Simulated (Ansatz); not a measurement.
## Structure types of Bi compared at 92 GPa

Structure types of Bi are relaxed in primitive cells with their symmetry kept at 92 GPa, first on PAW files, then by LAPW. The enthalpy is E + pV at zero temperature, without zero-point motion. Only the types listed were tried, and differences under about 5 meV/atom are mesh noise. The real phase may be another.

Level of theory: DFT with PBE, scalar-relativistic, in Ansatz 0.2.0; Fermi–Dirac smearing of 0.08 eV, no spin polarisation. LAPW: all electrons, basis error target 0.5 meV/atom; PAW: frozen-core files, cutoff 420 eV.

k meshes: fcc 16×16×16, bcc 16×16×16, hcp 15×15×8, A7 12×12×12, omega 8×8×11, diamond 12×12×12.

Spin–orbit coupling is left out, which matters for the heavy atoms.

Q: Which type is lowest in enthalpy, and by how much?

A: bcc, 35 meV/atom below hcp. The whole table:

| start type | ends as | a, b, c (Å) | V (Å³/atom) | H − H(lowest), LAPW (meV/atom) | same, PAW |
| --- | --- | --- | --- | --- | --- |
| fcc | fcc, Fm-3m | 4.220, 4.220, 4.220 | 18.79 | 94.9 | 94.8 |
| bcc | bcc, Im-3m | 3.347, 3.347, 3.347 | 18.75 | 0.0 | 0.0 |
| hcp | hcp, P6_3/mmc | 2.988, 2.988, 4.861 | 18.80 | 35.3 | 35.3 |
| A7 | fcc, Fm-3m | 4.220, 4.220, 4.220 | 18.79 | 91.1 | 91.1 |
| omega | omega, P6/mmm | 4.800, 4.800, 2.841 | 18.90 | 112.5 | 112.6 |
| diamond | diamond, Fd-3m | 5.777, 5.777, 5.777 | 24.10 | 4594.1 | 4594.6 |

Q: Split the lead of bcc over hcp into energy and pV.

A: For hcp less bcc: ΔE = +9.4 meV/atom, and p·ΔV = 92 GPa × +0.0450 Å³ × 6.242 meV/(GPa·Å³) = +25.8 meV/atom, together 35.2 meV/atom. bcc wins on both counts.
